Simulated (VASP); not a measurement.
# InSe in VASP: a series of runs, part 2 of 2

VASP 6.6.1. The steps go on from the part before.

### Step 3. Relaxation of cell and atoms, PBE+D3(BJ)

This run uses another cell than the first one, of 47.24 Å³/atom, 1.017 times its volume.

The input, INCAR:

```
ALGO = Normal ; EDIFF = 1E-7
EDIFFG = -0.005 ; ENCUT = 600
GGA = PE ; IBRION = 2
ISIF = 3 ; ISMEAR = 0
IVDW = 12 ; KPAR = 4
LASPH = T ; LATTICE_CONSTRAINTS = .TRUE. .TRUE. .FALSE.
LCHARG = F ; LREAL = F
LWAVE = F ; NELM = 80
NSW = 90 ; PREC = Accurate
SIGMA = 0.03
```

The input, KPOINTS:

```
k-points
0
Gamma
  9 9 1
```

The input, POSCAR:

```
InSe                                    
1.0
    4.0334981016     -0.0000000000      0.0000000000
   -2.0167490508      3.4931118271      0.0000000000
    0.0000000000      0.0000000000     40.2377120000
  Se              In            
     6     6
Direct
     0.0000000000000000    1.0000000000000000    0.2260538901184967
     0.0000000000000000    0.0000000000000000    0.3597644011179038
     0.6666666699999979    0.3333333300000021    0.4333246407283441
     0.6666666699999979    0.3333333300000021    0.5666983441672128
     0.3333333300000021    0.6666666699999979    0.6402049031871559
     0.3333333300000021    0.6666666699999979    0.7738779610070207
     0.6666666699999979    0.3333333300000021    0.2581999811878651
     0.6666666699999979    0.3333333300000021    0.3276901275428828
     0.3333333300000021    0.6666666699999979    0.4652905757718333
     0.3333333300000021    0.6666666699999979    0.5346840481045965
     0.0000000000000000    1.0000000000000000    0.6722345220400153
     0.0000000000000000    0.0000000000000000    0.7417249050266723
```

Potentials or basis: VASP PAW PBE potentials, release 64 (Se, In_d).

On the command line:

```bash
cat potpaw_PBE.64/Se/POTCAR potpaw_PBE.64/In_d/POTCAR > POTCAR
mpirun -np 4 vasp_std > vasp.out
```

OUTCAR:

```text
EDIFF = 1E-7
   EDIFFG = -0.005
   ENCUT = 600
   GGA = PE
   IBRION = 2
   ISIF = 3
   ISMEAR = 0
   IVDW = 12
   LASPH = T
   LREAL = F
   NELM = 80
   NSW = 90
   PREC = Accurate
 IVDW          = 12

 ion  position               nearest neighbor table
   1  0.000  0.000  0.226-   7 2.66   7 2.66   7 2.66
   2  0.000  0.000  0.360-   8 2.66   8 2.66   8 2.66
   3  0.667  0.333  0.433-   9 2.66   9 2.66   9 2.66
   4  0.667  0.333  0.567-  10 2.66  10 2.66  10 2.66
   5  0.333  0.667  0.640-  11 2.66  11 2.66  11 2.66
   6  0.333  0.667  0.774-  12 2.66  12 2.66  12 2.66
   7  0.667  0.333  0.258-   1 2.66   1 2.66   1 2.66   8 2.80
   8  0.667  0.333  0.328-   2 2.66   2 2.66   2 2.66   7 2.80
   9  0.333  0.667  0.465-   3 2.66   3 2.66   3 2.66  10 2.79
  10  0.333  0.667  0.535-   4 2.66   4 2.66   4 2.66   9 2.79
  11  0.000  0.000  0.672-   5 2.66   5 2.66   5 2.66  12 2.80
  12  0.000  0.000  0.742-   6 2.66   6 2.66   6 2.66  11 2.80

  LATTYP: Found a hexagonal cell.
 ALAT       =     4.0334981016
 C/A-ratio  =     9.9758847002

  Lattice vectors:

 A1 = (   4.0334981016,   0.0000000000,   0.0000000000)
 A2 = (  -2.0167490508,   3.4931118271,   0.0000000000)
 A3 = (   0.0000000000,   0.0000000000,  40.2377120000)

Analysis of symmetry for initial positions (statically):
=====================================================================
 Subroutine PRICEL returns:
[... 156 lines left out ...]
   LHFCALC =     F    Hartree Fock is set to
   AEXX    =    0.0000 exact exchange contribution
   IVDW    =    12    specifies the selected vdW correction
   LEPSILON=     F    determine dielectric tensor
   LRPA    =     F    only Hartree local field effects (RPA)
 conjugate gradient relaxation of ions
 non-spin polarized calculation
 Gauss-broadening in eV      SIGMA  =   0.03
  energy-cutoff  :      600.00
  volume of cell :      566.93
 maximum number of plane-waves:     18966
   NGX = 17   NGY = 17   NGZ =161

--------------------------------------- Ionic step        1  -------------------------------------------

 number of electron     113.9999991 magnetization

 Free energy of the ion-electron system (eV)
  ---------------------------------------------------
  ext. energy  EPLUGINS =         0.00000000
  ---------------------------------------------------
  free energy    TOTEN  =       -42.52509868 eV

  energy without entropy =      -42.52509868  energy(sigma->0) =      -42.52509868

------------------------ aborting loop because EDIFF is reached ----------------------------------------

 Edisp (eV)   -3.26969

 E8    (eV) :    -1.5227
[... 241 lines left out ...]
--------------------------------------- Ionic step        6  -------------------------------------------

 number of electron     113.9999990 magnetization

 Free energy of the ion-electron system (eV)
  ---------------------------------------------------
  ext. energy  EPLUGINS =         0.00000000
  ---------------------------------------------------
  free energy    TOTEN  =       -42.52346211 eV

  energy without entropy =      -42.52346211  energy(sigma->0) =      -42.52346211

 E-fermi :   0.4739     XC(G=0):  -5.7885

 val. band max:        0.2863031367   @ k =   0.1111   0.0000   0.0000
 cond. band min:       1.0835401955   @ k =   0.0000   0.0000   0.0000
 fundamental gap:      0.7972370587
 Fermi energy:         0.4738705418

 k-point     1 :       0.0000    0.0000    0.0000
  band No.  band energies     occupation
      1     -14.2593      2.00000
      2     -14.2418      2.00000
      3     -14.2342      2.00000
      4     -14.0734      2.00000
      5     -14.0734      2.00000
      6     -14.0585      2.00000
[... 884 lines left out ...]
  FREE ENERGIE OF THE ION-ELECTRON SYSTEM (eV)
  ---------------------------------------------------
  free  energy   TOTEN  =       -45.7948141986 eV

  energy  without entropy=      -45.7948141986  energy(sigma->0) =      -45.79481420

 reached required accuracy - stopping structural energy minimisation
```

OSZICAR:

```text
N       E                     dE             d eps       ncg     rms          rms(c)
DAV:   1     0.119479156706E+04    0.11948E+04   -0.52466E+04  1696   0.178E+03
DAV:   2     0.141321351629E+03   -0.10535E+04   -0.10242E+04  1776   0.433E+02
DAV:   3    -0.302700481187E+02   -0.17159E+03   -0.16641E+03  1920   0.205E+02
[... 64 lines left out ...]
DAV:   2    -0.425234625787E+02   -0.50257E-05   -0.58759E-05  2336   0.366E-02    0.490E-03
DAV:   3    -0.425234624832E+02    0.95532E-07   -0.10959E-06  2040   0.904E-03    0.370E-03
DAV:   4    -0.425234623377E+02    0.14550E-06   -0.21110E-07  1216   0.405E-03    0.176E-03
DAV:   5    -0.425234622004E+02    0.13730E-06   -0.81697E-08  1096   0.207E-03    0.712E-04
DAV:   6    -0.425234621096E+02    0.90778E-07   -0.31813E-08   988   0.229E-03
   6 F= -.45794814E+02 E0= -.45794814E+02  d E =-.622763E-05
```

Wall time 17 min (4 MPI ranks of Intel Xeon Platinum 8488C (Sapphire Rapids), shared host); peak memory 1.1 GiB.

Results:

- Free energy: -45.7948 eV
- Relaxed volume: 47.22 Å³/atom
- Relaxed cell: a = 4.033 Å, b = 4.033 Å, c = 40.238 Å, α = 90.00°, β = 90.00°, γ = 120.00°
- Space group after relaxing (to 0.05 Å): P3m1 (No. 156)
- Energy gained by relaxing: 0.0 meV/atom
- Ionic steps: 6
- Largest force after relaxing: 0.004 eV/Å
- Band gap on the k mesh: 0.80 eV, indirect (least direct gap 0.84 eV)
- Dispersion energy per atom: -0.273 eV

Forces in eV/Å, atoms in the order of the input:
```
Se   0.000  0.000  0.002
Se   0.000  0.000  0.000
Se   0.000  0.000 -0.004
Se   0.000  0.000  0.004
Se   0.000  0.000  0.001
Se   0.000  0.000 -0.001
In   0.000  0.000  0.000
In   0.000  0.000  0.000
In   0.000  0.000 -0.001
In   0.000  0.000  0.000
In   0.000  0.000  0.001
In   0.000  0.000 -0.001
```

Final structure:
```yaml
crystal:
  lattice:
    - [4.03265, 0.00000, 0.00000]
    - [-2.01632, 3.49238, 0.00000]
    - [0.00000, 0.00000, 40.23771]
  atoms:
    - { symbol: Se, position: [0.00000, 0.00000, 0.22607] }
    - { symbol: Se, position: [0.00000, 0.00000, 0.35975] }
    - { symbol: Se, position: [0.66667, 0.33333, 0.43330] }
    - { symbol: Se, position: [0.66667, 0.33333, 0.56672] }
    - { symbol: Se, position: [0.33333, 0.66667, 0.64022] }
    - { symbol: Se, position: [0.33333, 0.66667, 0.77386] }
    - { symbol: In, position: [0.66667, 0.33333, 0.25822] }
    - { symbol: In, position: [0.66667, 0.33333, 0.32768] }
    - { symbol: In, position: [0.33333, 0.66667, 0.46528] }
    - { symbol: In, position: [0.33333, 0.66667, 0.53469] }
    - { symbol: In, position: [0.00000, 0.00000, 0.67225] }
    - { symbol: In, position: [0.00000, 0.00000, 0.74171] }
```

Levels at points of the mesh, in eV from the valence-band top:
| k point | band 53 | band 54 | band 55 | band 56 | band 57 | band 58 | band 59 | band 60 | band 61 | band 62 |
| --- | --- | --- | --- | --- | --- | --- | --- | --- | --- | --- |
| (0.00, 0.00, 0.00) | -0.89 | -0.86 | -0.86 | -0.62 | -0.05 | 0.80 | 1.31 | 1.77 | 2.31 | 2.37 |

Caveat: spin-orbit coupling is left out, which moves the levels of the heavy elements.
